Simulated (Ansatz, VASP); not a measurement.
ZrC in VASP and in Ansatz

```
CELL_PARAMETERS angstrom
0.00000 2.36500 2.36500
2.36500 0.00000 2.36500
2.36500 2.36500 0.00000
ATOMIC_POSITIONS crystal
Zr 0.50000 0.50000 0.50000
C 0.00000 0.00000 0.00000
```

Alike in both runs: task relaxation of cell and atoms; functional LDA; k mesh 12 × 12 × 12; occupations fermi-dirac, width 0.1 eV; no spin polarisation.

|  | VASP | Ansatz |
| --- | --- | --- |
| version | VASP 6.6.1 | Ansatz 0.2.0 |
| potentials or method | VASP PAW LDA potentials, release 64 (Zr_sv, C) | PAW with Ansatz's default frozen-core files, scalar-relativistic |
| plane-wave cutoff (eV) | 600 | 420 |
| valence electrons in the cell | 16 | 16 |

|  | VASP | Ansatz | Ansatz less VASP |
| --- | --- | --- | --- |
| relaxed volume (Å³/atom) | 12.53 | 12.50 | -0.026 |
| relaxed cell length with the largest relative difference (Å) | 3.285 | 3.282 | -0.0023 |
| energy change over the relaxation (meV/atom) | -27 | -30 | -2.2 |

LDA usually gives volumes a few per cent too small. Zero-point motion and thermal expansion aren't in these numbers.
